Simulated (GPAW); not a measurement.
Ag: band structure with TASK

Ag:

```
Ag
1.0
     0.00000    2.04275    2.04275
     2.04275    0.00000    2.04275
     2.04275    2.04275    0.00000
Ag
1
Direct
  0.00000 0.00000 0.00000
```

```json
{"Program": "GPAW 26.7.0", "Task": "band structure", "Functional": "TASK", "Potentials or basis": "GPAW PAW data sets (gpaw-data 1.2.1)", "Cutoff": "600 eV", "Basis": "pw", "k mesh": "11 × 11 × 11", "Occupations": "fermi-dirac, width 0.05 eV", "Spin": "spin-orbit coupling, no magnetisation", "Maxiter": "150", "Band path": "GXWKGLUWLK,UX", "Band points": "80", "spin axis theta (degrees)": "54.7", "spin axis phi (degrees)": "45", "Soc after scf": "second variation without the xc potential"}
```

```json
{
 "Pressure": "5.5 GPa",
 "Band gap along the path": "none (metal or under the smearing width)"
}
```

Levels at the corners of the path, in eV from the Fermi level:
```
point  band 13  band 14  band 15  band 16  band 17  band 18  band 19  band 20
    Γ    -5.64    -5.64    -4.70    -4.70    -4.70    -4.70    17.51    17.51
    X    -3.81    -3.81    -3.48    -3.48     1.61     1.61     6.97     6.97
    W    -4.71    -4.71    -3.66    -3.66     6.15     6.15     6.51     6.51
    K    -4.52    -4.52    -3.93    -3.93     4.48     4.48     5.51     5.51
    Γ    -5.64    -5.64    -4.70    -4.70    -4.70    -4.70    17.51    17.51
    L    -4.00    -4.00    -3.78    -3.78    -0.62    -0.62     3.53     3.53
    U    -4.52    -4.52    -3.93    -3.93     4.48     4.48     5.51     5.51
    W    -4.71    -4.71    -3.66    -3.66     6.15     6.15     6.51     6.51
    L    -4.00    -4.00    -3.78    -3.78    -0.62    -0.62     3.53     3.53
    K    -4.52    -4.52    -3.93    -3.93     4.48     4.48     5.51     5.51
    U    -4.52    -4.52    -3.93    -3.93     4.48     4.48     5.51     5.51
    X    -3.81    -3.81    -3.48    -3.48     1.61     1.61     6.97     6.97
```

Wall time 85 s on 1 thread of Arm Neoverse V2, on a shared host, peak memory 0.33 GiB.

Caveat: spin-orbit coupling was added after a scalar SCF, so levels and gaps hold it while energy, forces, pressure and moments don't; this program's spin-orbit splittings come out too wide for heavy elements; the PAW data sets were made with another functional, which shifts forces and pressure a little.
